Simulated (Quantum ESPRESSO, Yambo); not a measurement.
An input for Yambo 5.3.0 (BeTe (F-43m)):

```
optics
bss
bse
em1s
dipoles
rim_cut
RandQpts= 1000000
RandGvec= 1 RL
Chimod= "HARTREE"
BSKmod= "SEX"
BSEmod= "resonant"
BSSmod= "d"
BSENGexx= 1 RL
BSENGBlk= 4 Ry
% BSEQptR
 1 | 1 |
%
% BSEBands
 12 | 16 |
%
% BEnRange
 0 | 7 | eV
%
% BDmRange
 0.1 | 0.1 | eV
%
BEnSteps= 141
% BLongDir
 1 | 0 | 0 |
%
% BndsRnXs
 11 | 24 |
%
NGsBlkXs= 4 Ry
% LongDrXs
 1 | 1 | 1 |
%
% KfnQP_E
 1.038 | 1.0 | 1.0 |
%
WRbsWF
FFTGvecs= 40 Ry
```

```sh
OMP_NUM_THREADS=1 mpirun -n 4 yambo -F bse10.in -J bse10,bse9_W -C bse10 > bse10.log
```

The stored states that it reads are on a 8×8×8 mesh. The structure is cubic, space group F-43m (No. 216). The conventional cell has a = 5.663 Å, b = 5.663 Å, c = 5.663 Å, α = 90.00°, β = 90.00°, γ = 90.00°. Nearest to Be lie 4 Te at 2.45 Å. Nearest to Te lie 4 Be at 2.45 Å. Farther neighbours and most contacts between anions are not listed.

Q: Estimate wall time and host memory on 4 MPI ranks of Arm Neoverse V1, shared host.

It took 1.7 min; on shared hardware allow 51 s to 3.4 min. Peak host memory was 1.8 GiB.

The kernel grows as the square of the matrix size, and full diagonalisation as its cube.

[Paths, hosts, dates, memory and timing lines, banners, echoed tables and standing remarks are left out of the program output.]

[Logs are printed without paths, hosts, clocks, repeated set-up lines and the standing remarks that a program may print on its own settings, such as how far it seeks lower states.]

[Runs of the session that timed out or met a known fault of the program may be left out.]

[Hosts, paths, dates, database ids (printed as entryN), source tags and the programs' standing remarks are cut or masked in the printed files.]
